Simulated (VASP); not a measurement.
# TiPt3 (Pm-3m) in VASP: notebook

One crystal, TiPt3, is run at these levels: PBE, PBE+D3(BJ); tasks: relaxation of cell and atoms.

Program: VASP 6.6.1. These are calculated values, not measurements. Logs are shortened: lines on timing, memory, paths and dates and some standing lists are left out, and cuts for length are marked.

### Step 1. The crystal as given

The structure is cubic, space group Pm-3m (No. 221). The conventional cell has a = 3.946 Å, b = 3.946 Å, c = 3.946 Å, α = 90.00°, β = 90.00°, γ = 90.00°. Ti (site symmetry m-3m) is surrounded by 12 Pt at 2.79 Å. Around Pt (site symmetry 4/mmm) lie 4 Ti at 2.79 Å and 8 Pt at 2.79 Å.

### Step 2. Relaxation of cell and atoms, PBE

Contents of INCAR:

```
SYSTEM = TiPt3
  ALGO = Normal
  EDIFF = 1E-7
  EDIFFG = -0.005
  ENCUT = 600
  GGA = PE
  IBRION = 2
  ISIF = 3
  ISMEAR = 1
  LASPH = .True.
  LCHARG = .False.
  LREAL = .False.
  LWAVE = .False.
  NELM = 80
  NSW = 90
  PREC = Accurate
  SIGMA = 0.1
```

Contents of KPOINTS:

```
k-points
0
Gamma
  10 10 10
  0 0 0
```

Contents of POSCAR:

```
TiPt3                                   
1.0
    3.9464702020      0.0000000000      0.0000000000
    0.0000000000      3.9464702020      0.0000000000
    0.0000000000      0.0000000000      3.9464702020
  Ti              Pt            
     1     3
Direct
     0.0000000000000000    0.0000000000000000    0.0000000000000000
     0.0000000000000000    0.5000000000000000    0.5000000000000000
     0.5000000000000000    0.0000000000000000    0.5000000000000000
     0.5000000000000000    0.5000000000000000    0.0000000000000000
```

Potentials or basis: VASP PAW PBE potentials, release 64 (Ti_sv, Pt).

Started as:

```bash
$ cat potpaw_PBE.64/Ti_sv/POTCAR potpaw_PBE.64/Pt/POTCAR > POTCAR
$ mpirun -np 1 vasp_std > vasp.out
```

OUTCAR:

```text
SYSTEM = TiPt3
   EDIFF = 1E-7
   EDIFFG = -0.005
   ENCUT = 600
   GGA = PE
   IBRION = 2
   ISIF = 3
   ISMEAR = 1
   LASPH = .True.
   LREAL = .False.
   NELM = 80
   NSW = 90
   PREC = Accurate

 ion  position               nearest neighbor table
   1  0.000  0.000  0.000-   2 2.79   3 2.79   4 2.79   2 2.79   3 2.79   2 2.79   4 2.79   2 2.79
                             3 2.79   4 2.79   3 2.79   4 2.79
   2  0.000  0.500  0.500-   1 2.79   3 2.79   4 2.79   1 2.79   4 2.79   1 2.79   3 2.79   1 2.79
                             3 2.79   4 2.79   4 2.79   3 2.79
   3  0.500  0.000  0.500-   1 2.79   2 2.79   4 2.79   1 2.79   4 2.79   2 2.79   4 2.79   4 2.79
                             1 2.79   2 2.79   1 2.79   2 2.79
   4  0.500  0.500  0.000-   1 2.79   2 2.79   3 2.79   2 2.79   3 2.79   1 2.79   3 2.79   3 2.79
                             1 2.79   2 2.79   2 2.79   1 2.79

  LATTYP: Found a simple cubic cell.
 ALAT       =     3.9464702020

  Lattice vectors:

 A1 = (   3.9464702020,   0.0000000000,   0.0000000000)
 A2 = (   0.0000000000,   3.9464702020,   0.0000000000)
 A3 = (   0.0000000000,   0.0000000000,   3.9464702020)

Analysis of symmetry for initial positions (statically):
=====================================================================
 Subroutine PRICEL returns:
 Original cell was already a primitive cell.

 Routine SETGRP: Setting up the symmetry group for a
 simple cubic supercell.

 Subroutine GETGRP returns: Found 48 space group operations
 (whereof 48 operations were pure point group operations)
 out of a pool of 48 trial point group operations.

The static configuration has the point symmetry O_h .

Analysis of symmetry for dynamics (positions and initial velocities):
=====================================================================
 Subroutine PRICEL returns:
 Original cell was already a primitive cell.

 Routine SETGRP: Setting up the symmetry group for a
 simple cubic supercell.

 Subroutine GETGRP returns: Found 48 space group operations
 (whereof 48 operations were pure point group operations)
 out of a pool of 48 trial point group operations.

The dynamic configuration has the point symmetry O_h .

 Subroutine INISYM returns: Found 48 space group operations
 (whereof 48 operations are pure point group operations),
 and found     1 'primitive' translations

----------------------------------------------------------------------------------------

                                     Primitive cell

  volume of cell :      61.4648

  direct lattice vectors                    reciprocal lattice vectors
     3.946470202  0.000000000  0.000000000     0.253390992  0.000000000  0.000000000
     0.000000000  3.946470202  0.000000000     0.000000000  0.253390992  0.000000000
     0.000000000  0.000000000  3.946470202     0.000000000  0.000000000  0.253390992

  length of vectors
     3.946470202  3.946470202  3.946470202     0.253390992  0.253390992  0.253390992

  position of ions in fractional coordinates (direct lattice)
     0.000000000  0.000000000  0.000000000
     0.000000000  0.500000000  0.500000000
     0.500000000  0.000000000  0.500000000
     0.500000000  0.500000000  0.000000000

  ion indices of the primitive-cell ions
   primitive index   ion index
                 1           1
                 2           2
                 3           3
                 4           4

----------------------------------------------------------------------------------------

 KPOINTS: k-points

Automatic generation of k-mesh.
 Grid dimensions read from file:
 generate k-points for:   10   10   10

 Generating k-lattice:

  Cartesian coordinates                     Fractional coordinates (reciprocal lattice)
     0.025339099  0.000000000  0.000000000     0.100000000  0.000000000  0.000000000
     0.000000000  0.025339099  0.000000000     0.000000000  0.100000000  0.000000000
     0.000000000  0.000000000  0.025339099     0.000000000  0.000000000  0.100000000

  Length of vectors
     0.025339099  0.025339099  0.025339099

  Shift w.r.t. Gamma in fractional coordinates (k-lattice)
     0.000000000  0.000000000  0.000000000

 Subroutine IBZKPT returns following result:
 ===========================================

 Found     56 irreducible k-points:

 Following reciprocal coordinates:
            Coordinates               Weight
  0.000000  0.000000  0.000000      1.000000
  0.100000  0.000000  0.000000      6.000000
  0.200000  0.000000  0.000000      6.000000
  0.300000  0.000000  0.000000      6.000000
  0.400000  0.000000  0.000000      6.000000
  0.500000  0.000000  0.000000      3.000000
[... 16 lines left out ...]
  0.200000  0.100000  0.100000     24.000000
  0.300000  0.100000  0.100000     24.000000
 [... further k-points ...]
   k-points           NKPTS =     56   k-points in BZ     NKDIM =     56   number of bands    NBANDS=     25
   number of dos      NEDOS =    301   number of ions     NIONS =      4
   total plane-waves  NPLWV =  32768
   dimension x,y,z NGX =    32 NGY =   32 NGZ =   32
   dimension x,y,z NGXF=    64 NGYF=   64 NGZF=   64
   ions per type =               1   3
   NGX,Y,Z   is equivalent  to a cutoff of  13.48, 13.48, 13.48 a.u.
   NGXF,Y,Z  is equivalent  to a cutoff of  26.96, 26.96, 26.96 a.u.
 SYSTEM =  TiPt3
   PREC   = accura    normal or accurate (medium, high low for compatibility)
   ISTART =      0    job   : 0-new  1-cont  2-samecut
   ICHARG =      2    charge: 1-file 2-atom 10-const
   ISPIN  =      1    spin polarized calculation?
   LNONCOLLINEAR =      F non collinear calculations
   LSORBIT =      F    spin-orbit coupling
   LASPH  =      T    aspherical Exc in radial PAW
   ENCUT  =  600.0 eV  44.10 Ry    6.64 a.u.   7.88  7.88  7.88*2*pi/ulx,y,z
   NELM   =     80;   NELMIN=  2; NELMDL= -5     # of ELM steps
   EDIFF  = 0.1E-06   stopping-criterion for ELM
   LREAL  =      F    real-space projection
   EDIFFG = -.5E-02   stopping-criterion for IOM
   NSW    =     90    number of steps for IOM
   IBRION =      2    ionic relax: 0-MD 1-quasi-New 2-CG
   NFREE  =      1    steps in history (QN), initial steepest desc. (CG)
   ISIF   =      3    stress and relaxation
   ISYM   =      2    0-nonsym 1-usesym 2-fastsym
   POTIM  = 0.5000    time-step for ionic-motion
   TEBEG  =    0.0;   TEEND  =   0.0 temperature during run
   PSTRESS=    0.0 pullay stress
   NELECT =      42.0000    total number of electrons
   NUPDOWN=      -1.0000    fix difference up-down
   EMIN   =  10.00;   EMAX   =-10.00  energy-range for DOS
   EFERMI =   0.00;   METHOD = LEGACY
   ISMEAR =     1;   SIGMA  =   0.10  broadening in eV -4-tet -1-fermi 0-gaus
   EFERMI_NEDOS =   21; number of points for ismear=-14 and -15
   IALGO  =     38    algorithm
   IMIX   =      4    mixing-type and parameters
     AMIX     =   0.40;   BMIX     =  1.00
     AMIX_MAG =   1.60;   BMIX_MAG =  1.00
  volume/ion in A,a.u.               =      15.37       103.70
  Fermi-wavevector in a.u.,A,eV,Ry     =   1.441946  2.724883 28.289359  2.079209
  Thomas-Fermi vector in A             =   2.560522
   LORBIT       =      0    0 simple, 1 ext, 2 COOP (PROOUT), +10 PAW based schemes
   GGA     = PE    functional components
   LHFCALC =     F    Hartree Fock is set to
   AEXX    =    0.0000 exact exchange contribution
   IVDW    =     0    specifies the selected vdW correction
   LEPSILON=     F    determine dielectric tensor
   LRPA    =     F    only Hartree local field effects (RPA)
 conjugate gradient relaxation of ions
 non-spin polarized calculation
 Methfessel and Paxton  Order N= 1 SIGMA  =   0.10
  energy-cutoff  :      600.00
  volume of cell :       61.46
 maximum number of plane-waves:      2103
 NGX is ok and might be reduce to    32
   NGX = 15   NGY = 15   NGZ = 15

 number of electron      41.9999988 magnetization

 Free energy of the ion-electron system (eV)
  ---------------------------------------------------
  ext. energy  EPLUGINS =         0.00000000
  ---------------------------------------------------
  free energy    TOTEN  =       -29.55695367 eV

  energy without entropy =      -29.55684947  energy(sigma->0) =      -29.55691893

 E-fermi :  11.2089     XC(G=0): -13.0638

 val. band max:       11.1850146513   @ k =   0.5000   0.1000   0.0000
 cond. band min:      11.2090121689   @ k =   0.0000   0.0000   0.0000
 fundamental gap:      0.0239975176
 Fermi energy:        11.2089026414

 k-point     1 :       0.0000    0.0000    0.0000
  band No.  band energies     occupation
      1     -47.0486      2.00000
      2     -23.2554      2.00000
      3     -23.2554      2.00000
      4     -23.2554      2.00000
      5       1.3415      2.00000
      6       4.1643      2.00000
[... 17 lines left out ...]
     24      12.8025     -0.00000
     25      12.8025     -0.00000

 k-point     2 :       0.1000    0.0000    0.0000
  band No.  band energies     occupation
      1     -47.0484      2.00000
      2     -23.2576      2.00000
      3     -23.2557      2.00000
      4     -23.2557      2.00000
      5       1.4699      2.00000
      6       4.2444      2.00000
[... 17 lines left out ...]
     24      12.4487     -0.00000
     25      12.6205     -0.00000

 k-point     3 :       0.2000    0.0000    0.0000
  band No.  band energies     occupation
      1     -47.0481      2.00000
      2     -23.2634      2.00000
      3     -23.2566      2.00000
      4     -23.2566      2.00000
      5       1.8445      2.00000
      6       4.4647      2.00000
[... 552 lines left out ...]
 k-point    23 :       0.2000    0.1000    0.1000
  band No.  band energies     occupation
      1     -47.0479      2.00000
      2     -23.2641      2.00000
      3     -23.2588      2.00000
      4     -23.2579      2.00000
      5       2.0788      2.00000
      6       4.6153      2.00000
[... 17 lines left out ...]
     24      12.3133     -0.00000
     25      12.5755     -0.00000

 k-point    24 :       0.3000    0.1000    0.1000
  band No.  band energies     occupation
      1     -47.0475      2.00000
      2     -23.2704      2.00000
      3     -23.2599      2.00000
      4     -23.2587      2.00000
      5       2.6389      2.00000
      6       4.8638      2.00000
[... 17 lines left out ...]
     24      12.1467     -0.00000
     25      12.2851     -0.00000

 [... further k-points ...]

------------------------ aborting loop because EDIFF is reached ----------------------------------------

  FORCE on cell =-STRESS in cart. coord.  units (eV):
  Direction    XX          YY          ZZ          XY          YZ          ZX
  --------------------------------------------------------------------------------------
  -------------------------------------------------------------------------------------
  Total        0.0004628      0.0004628      0.0004628      0.0000000      0.0000000     -0.0000000
  in kB        0.0120642      0.0120642      0.0120642      0.0000000      0.0000000     -0.0000000
  external PRESSURE =       0.0120642 kB  Pullay stress =       0.0000000 kB

 VOLUME and BASIS-vectors are now :
 -----------------------------------------------------------------------------
  energy-cutoff  :      600.00
  volume of cell :       61.46
      direct lattice vectors                 reciprocal lattice vectors
     3.946470202  0.000000000  0.000000000     0.253390992  0.000000000  0.000000000
     0.000000000  3.946470202  0.000000000     0.000000000  0.253390992  0.000000000
     0.000000000  0.000000000  3.946470202     0.000000000  0.000000000  0.253390992

 POSITION                                       TOTAL-FORCE (eV/Angst)
 -----------------------------------------------------------------------------------
      0.00000      0.00000      0.00000         0.000000      0.000000      0.000000
      0.00000      1.97324      1.97324         0.000000      0.000000      0.000000
      1.97324      0.00000      1.97324         0.000000      0.000000      0.000000
      1.97324      1.97324      0.00000         0.000000      0.000000      0.000000
 -----------------------------------------------------------------------------------
    total drift:                                0.000000     -0.000000     -0.000000

  FREE ENERGIE OF THE ION-ELECTRON SYSTEM (eV)
  ---------------------------------------------------
  free  energy   TOTEN  =       -29.5569536679 eV

  energy  without entropy=      -29.5568494661  energy(sigma->0) =      -29.55691893

 reached required accuracy - stopping structural energy minimisation
```

It took 71 s on 1 thread of Intel Xeon Platinum 8488C (Sapphire Rapids), shared host; peak memory 0.24 GiB.

What came out:

```yaml
Free_energy: -29.5570 eV
Pressure_after_relaxing: 0.0 GPa
Band_gap_on_the_k_mesh: none (metal or under the smearing width)
```

Final structure:
```
CELL_PARAMETERS angstrom
3.94647 0.00000 0.00000
0.00000 3.94647 0.00000
0.00000 0.00000 3.94647
ATOMIC_POSITIONS crystal
Ti 0.00000 0.00000 0.00000
Pt 0.00000 0.50000 0.50000
Pt 0.50000 0.00000 0.50000
Pt 0.50000 0.50000 0.00000
```

Levels at points of the mesh, in eV from the Fermi level:
```tsv
k point	band 18	band 19	band 20	band 21	band 22	band 23	band 24	band 25
(0.00, 0.00, 0.00)	0.00	0.00	0.00	1.29	1.29	1.59	1.59	1.59
(0.50, 0.00, 0.00)	-2.56	-2.50	-1.34	-0.20	-0.20	0.00	0.44	0.71
(0.50, 0.50, 0.00)	-2.97	-2.32	-2.22	-2.16	0.19	0.19	0.35	1.39
(0.50, 0.50, 0.50)	-0.63	-0.63	-0.63	-0.47	-0.47	-0.47	1.11	1.11
```

Caveat: the relaxation stopped at its first step, so nothing moved. Spin-orbit coupling is left out, which matters for the levels of Pt.

### Step 3. Relaxation of cell and atoms, PBE+D3(BJ)

This run uses another cell than the first one, of 14.80 Å³/atom, 0.963 times its volume.

Contents of INCAR:

```
  PREC = Accurate
  ENCUT = 600
  EDIFF = 1E-6
  ISMEAR = 1
  SIGMA = 0.1
  LREAL = F
  LASPH = T
  NELM = 80
  ALGO = Normal
  ISIF = 3
  LWAVE = F
  LCHARG = F
  GGA = PE
  IVDW = 12
  IBRION = 2
  NSW = 90
  EDIFFG = -0.01
```

Contents of KPOINTS:

```
regular mesh
0
Gamma
  10 10 10
```

Contents of POSCAR:

```
TiPt3
1.0
    3.8970000000      0.0000000000      0.0000000000
    0.0000000000      3.8970000000      0.0000000000
    0.0000000000      0.0000000000      3.8970000000
Ti Pt
1 3
Direct
    0.0000000000      0.0000000000      0.0000000000
    0.0000000000      0.5000000000      0.5000000000
    0.5000000000      0.0000000000      0.5000000000
    0.5000000000      0.5000000000      0.0000000000
```

Potentials or basis: VASP PAW PBE potentials, release 64 (Ti_sv, Pt).

Started as:

```bash
$ cat potpaw_PBE.64/Ti_sv/POTCAR potpaw_PBE.64/Pt/POTCAR > POTCAR
$ mpirun -np 1 vasp_std > vasp.out
```

OUTCAR:

```text
PREC = Accurate
   ENCUT = 600
   EDIFF = 1E-6
   ISMEAR = 1
   LREAL = F
   LASPH = T
   NELM = 80
   ISIF = 3
   GGA = PE
   IVDW = 12
   IBRION = 2
   NSW = 90
   EDIFFG = -0.01
 IVDW          = 12

 ion  position               nearest neighbor table
   1  0.000  0.000  0.000-   2 2.76   3 2.76   4 2.76   2 2.76   3 2.76   2 2.76   4 2.76   2 2.76
                             3 2.76   4 2.76   3 2.76   4 2.76
   2  0.000  0.500  0.500-   1 2.76   3 2.76   4 2.76   1 2.76   4 2.76   1 2.76   3 2.76   1 2.76
                             3 2.76   4 2.76   4 2.76   3 2.76
   3  0.500  0.000  0.500-   1 2.76   2 2.76   4 2.76   1 2.76   4 2.76   2 2.76   4 2.76   4 2.76
                             1 2.76   2 2.76   1 2.76   2 2.76
   4  0.500  0.500  0.000-   1 2.76   2 2.76   3 2.76   2 2.76   3 2.76   1 2.76   3 2.76   3 2.76
                             1 2.76   2 2.76   2 2.76   1 2.76

  LATTYP: Found a simple cubic cell.
 ALAT       =     3.8970000000

[... 190 lines left out ...]

 Edisp (eV)   -3.07823

 E8    (eV) :    -1.4247
[... 75 lines left out ...]
--------------------------------------- Ionic step        3  -------------------------------------------

 number of electron      41.9999997 magnetization

 Free energy of the ion-electron system (eV)
  ---------------------------------------------------
  ext. energy  EPLUGINS =         0.00000000
  ---------------------------------------------------
  free energy    TOTEN  =       -29.50350105 eV

  energy without entropy =      -29.50361812  energy(sigma->0) =      -29.50354007

 E-fermi :  11.8119     XC(G=0): -13.2586

 val. band max:       11.7758136923   @ k =   0.5000   0.1000   0.0000
 cond. band min:      11.8350002522   @ k =   0.0000   0.0000   0.0000
 fundamental gap:      0.0591865599
 Fermi energy:        11.8119179721

 k-point     1 :       0.0000    0.0000    0.0000
  band No.  band energies     occupation
      1     -46.4073      2.00000
      2     -22.6252      2.00000
      3     -22.6252      2.00000
      4     -22.6252      2.00000
      5       1.6093      2.00000
      6       4.4082      2.00000
[... 661 lines left out ...]
     24      12.7994     -0.00000
     25      12.9294     -0.00000

 [... further k-points ...]

------------------------ aborting loop because EDIFF is reached ----------------------------------------

 Edisp (eV)   -3.06468

 E8    (eV) :    -1.4184
[... 27 lines left out ...]
  FREE ENERGIE OF THE ION-ELECTRON SYSTEM (eV)
  ---------------------------------------------------
  free  energy   TOTEN  =       -32.5681760956 eV

  energy  without entropy=      -32.5682931720  energy(sigma->0) =      -32.56821512

 reached required accuracy - stopping structural energy minimisation
```

OSZICAR:

```text
N       E                     dE             d eps       ncg     rms          rms(c)
DAV:   1     0.416364026724E+03    0.41636E+03   -0.23354E+04  2800   0.202E+03
DAV:   2     0.431368831733E+01   -0.41205E+03   -0.40414E+03  3006   0.486E+02
DAV:   3    -0.314452289196E+02   -0.35759E+02   -0.34336E+02  4170   0.119E+02
[... 30 lines left out ...]
DAV:   5    -0.295032147780E+02   -0.45361E-03   -0.14290E-03  3584   0.238E-01    0.901E-02
DAV:   6    -0.295034869732E+02   -0.27220E-03   -0.94197E-04  4226   0.108E-01    0.516E-02
DAV:   7    -0.295034997328E+02   -0.12760E-04   -0.25065E-05  3231   0.291E-02    0.348E-02
DAV:   8    -0.295035008159E+02   -0.10831E-05   -0.13913E-05  3405   0.280E-02    0.743E-03
DAV:   9    -0.295035010472E+02   -0.23129E-06   -0.43198E-07  1499   0.558E-03
   3 F= -.32568176E+02 E0= -.32568215E+02  d E =-.878112E-03
```

Wall time 84 s (1 thread of Intel Xeon 6975P-C (Granite Rapids), shared host); peak memory 0.26 GiB.

What came out:

- Free energy: -32.5682 eV
- Relaxed volume: 14.86 Å³/atom
- Relaxed cell: a = 3.903 Å, b = 3.903 Å, c = 3.903 Å, α = 90.00°, β = 90.00°, γ = 90.00°
- Space group after relaxing (to 0.05 Å): Pm-3m (No. 221)
- Energy gained by relaxing: 0.2 meV/atom
- Ionic steps: 3
- Pressure after relaxing: 0.0 GPa
- Band gap on the k mesh: none (metal or under the smearing width)
- Dispersion energy per atom: -0.766 eV

Step by step:
```tsv
step	energy change (eV)	largest force (eV/Å)	pressure (GPa)	volume (Å³)
1	0.0000	0.0000	1.13	59.18
2	0.0047	0.0000	-2.71	60.08
3	-0.0009	0.0000	-0.01	59.43
```

Final structure:
```cif
data_structure
_symmetry_space_group_name_H-M 'P 1'
_symmetry_Int_Tables_number 1
_cell_length_a 3.9025
_cell_length_b 3.9025
_cell_length_c 3.9025
_cell_angle_alpha 90.000
_cell_angle_beta 90.000
_cell_angle_gamma 90.000
_cell_volume 59.43
loop_
_atom_site_label
_atom_site_type_symbol
_atom_site_fract_x
_atom_site_fract_y
_atom_site_fract_z
_atom_site_occupancy
Ti1 Ti 0.00000 0.00000 0.00000 1
Pt1 Pt 0.00000 0.50000 0.50000 1
Pt2 Pt 0.50000 0.00000 0.50000 1
Pt3 Pt 0.50000 0.50000 0.00000 1
```

Levels at points of the mesh, in eV from the Fermi level:
```tsv
k point	band 17	band 18	band 19	band 20	band 21	band 22	band 23	band 24	band 25
(0.00, 0.00, 0.00)	-0.55	0.02	0.02	0.02	1.36	1.36	1.57	1.57	1.57
(0.50, 0.00, 0.00)	-2.68	-2.68	-2.62	-1.39	-0.23	-0.23	0.03	0.44	0.74
(0.50, 0.50, 0.00)	-3.13	-3.13	-2.46	-2.32	-2.27	0.18	0.18	0.34	1.48
(0.50, 0.50, 0.50)	-0.97	-0.70	-0.70	-0.70	-0.47	-0.47	-0.47	1.17	1.17
```

Caveat: pairwise dispersion overbinds metals, which lowers pressure and volume. The run has no spin-orbit coupling, so splittings on Pt are missing.
